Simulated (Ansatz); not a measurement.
Clean, relaxed (111) surface of HfN, space group Fm-3m (No. 225) (top face towards +c; atoms held fixed, by place in the list: 1, 2, 3):

```
CELL_PARAMETERS angstrom
3.18308 0.00000 0.00000
-1.59154 2.75663 0.00000
0.00000 0.00000 23.49743
ATOMIC_POSITIONS crystal
N 0.33333 0.66667 0.36174
Hf 0.66667 0.33333 0.41705
N 0.00000 0.00000 0.47235
Hf 0.33333 0.66667 0.52956
N 0.66667 0.33333 0.58295
Hf 0.00000 0.00000 0.63746
```

Method: Ansatz 0.2.0, DFT PBEsol, scalar-relativistic, plane waves, PAW. Settings: cutoff 420 eV, Γ-centred mesh 9×9×1 on the computed 6-atom cell, Gaussian smearing of 0.10 eV; no spin polarisation. A dipole correction removes the field between periodic images along c.

E_ads counts from the clean slab and the free adsorbate (spin-polarised where it has unpaired electrons); negative means bound. With the adsorbate the cell is lengthened along c to keep the vacuum.

Question: H (atom) is put at the hollow (Hf-Hf-Hf) at (0.33, 0.67) site, one adsorbate per 8.8 Å². What structure does it relax to?

Answer: E_ads = -3.76 eV. Contacts: H–Hf 2.07 Å.

```xyz
7
Lattice="3.1831 0.0000 0.0000 -1.5915 2.7566 0.0000 0.0000 0.0000 25.4974" Properties=species:S:1:pos:R:3 pbc="T T T"
N     0.0000    1.8378    8.5000
Hf    1.5915    0.9189    9.7995
N     0.0000    0.0000   11.0990
Hf    0.0000    1.8378   12.4236
N     1.5915    0.9189   13.6927
Hf    0.0000    0.0000   14.9631
H     0.0000    1.8378   15.9252
```

Each end is the local minimum or symmetric point that its start leads to. This ideal cut is polar: the work functions of its two faces differ by 3.8 eV. Real polar faces reconstruct or get covered, and then bind electron donors or acceptors far more weakly. The slab is only 6.5 Å thick, so the energies aren't converged with thickness.

For at least one of the starts the bottom face's work function also shifts by over 0.1 eV: the slab is too thin to screen the adsorbate, so the work functions aren't converged with thickness.

Spin polarisation was left out, and a magnetic state may lie lower.